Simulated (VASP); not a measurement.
Crystal: Fe.

```
Fe
1.0
     2.45180    0.00000    0.00000
    -1.22590    2.12332    0.00000
     0.00000    0.00000    2.29090
Fe
1
Direct
  0.00000 0.00000 0.00000
```

The cell was built by a generator and needn't be a form met in nature.

```yaml
Program: VASP 6.6.1
Task: relaxation of cell and atoms
Functional: PBE
Potentials_or_basis: VASP PAW PBE potentials, release 64 (Fe)
Cutoff: 600 eV
k_mesh: 9 × 9 × 8
Occupations: gaussian, width 0.1 eV
Spin: collinear spin, typed start
Starting_moments: "[2.29] μB"
```

At the start: pressure 4.9 GPa; volume 11.93 Å³/atom.

**Question.** Where does the relaxation end?

**Answer.** Over 6 steps the energy falls by 20.1 meV/atom and the volume is 12.46 Å³/atom (+4.5 %); space group P6/mmm (No. 191, to 0.05 Å); moment 2.28 μB per cell.

The path:
```tsv
step	energy change (eV)	largest force (eV/Å)	pressure (GPa)	volume (Å³)
1	0.0000	0.0000	4.87	11.93
2	-0.0161	0.0000	2.36	12.55
3	-0.0195	0.0000	0.67	12.36
4	-0.0196	0.0000	0.91	12.33
5	-0.0196	0.0000	1.03	12.32
6	-0.0201	0.0000	0.10	12.46
```

Final structure:
```cif
data_structure
_symmetry_space_group_name_H-M 'P 1'
_symmetry_Int_Tables_number 1
_cell_length_a 2.4628
_cell_length_b 2.4628
_cell_length_c 2.3720
_cell_angle_alpha 90.000
_cell_angle_beta 90.000
_cell_angle_gamma 120.000
_cell_volume 12.46
loop_
_atom_site_label
_atom_site_type_symbol
_atom_site_fract_x
_atom_site_fract_y
_atom_site_fract_z
_atom_site_occupancy
Fe1 Fe 0.00000 0.00000 0.00000 1
```
